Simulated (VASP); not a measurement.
Write the native input for VASP 6.6.1 that does the following.

```
Task                   : relaxation of cell and atoms
Functional             : PBE
Potentials or basis    : VASP PAW PBE potentials, release 64 (Si, C)
Cutoff                 : 520 eV
k mesh                 : 6 × 6 × 2
Occupations            : gaussian, width 0.02 eV
Spin                   : no spin polarisation
Further INCAR settings : ALGO = Normal; EDIFF = 1e-07; IBRION = 2; EDIFFG = -0.002; NSW = 80; ISIF = 3
```

The structure of SiC lies in POSCAR:

```
SiC                                     
1.0
    3.0910170389     -0.0000000000      0.0000000000
   -1.5455085195      2.6768992772     -0.0000000000
   -0.0000000000      0.0000000000      5.0789311072
  Si              C             
     2     2
Direct
     0.3333333300000021    0.6666666699999979    0.0044430968122092
     0.6666666699999979    0.3333333300000021    0.5044430968122092
     0.3333333300000021    0.6666666699999979    0.3805569031877888
     0.6666666699999979    0.3333333300000021    0.8805569031877888
```

One way to write it, as run:

INCAR

```
SYSTEM = SiC
ALGO = Normal
EDIFF = 1E-7
EDIFFG = -0.002
ENCUT = 520
GGA = PE
IBRION = 2
ISIF = 3
ISMEAR = 0
LASPH = .True.
LCHARG = .False.
LREAL = .False.
LWAVE = .False.
NELM = 100
NSW = 80
PREC = Accurate
SIGMA = 0.02
```

KPOINTS

```
k-points
0
Gamma
  6 6 2
  0 0 0
```

Potentials or basis: VASP PAW PBE potentials, release 64 (Si, C).

The run is started by

```console
$ cat potpaw_PBE.64/Si/POTCAR potpaw_PBE.64/C/POTCAR > POTCAR
$ mpirun -np 1 vasp_std > vasp.out
```

It gave:

| Quantity | Value |
| --- | --- |
| Pressure after relaxing | 0.0 GPa |
| Band gap on the k mesh | 2.30 eV, indirect (least direct gap 3.95 eV) |

Caveat: the k mesh is coarse (spacing up to 0.62 Å⁻¹), so the values aren't converged; the relaxation stopped at its first step, so nothing moved.

Wall time 7.8 s on 1 thread of AMD EPYC 7R13 Processor (Zen 3), on a shared host, peak memory 0.12 GiB.
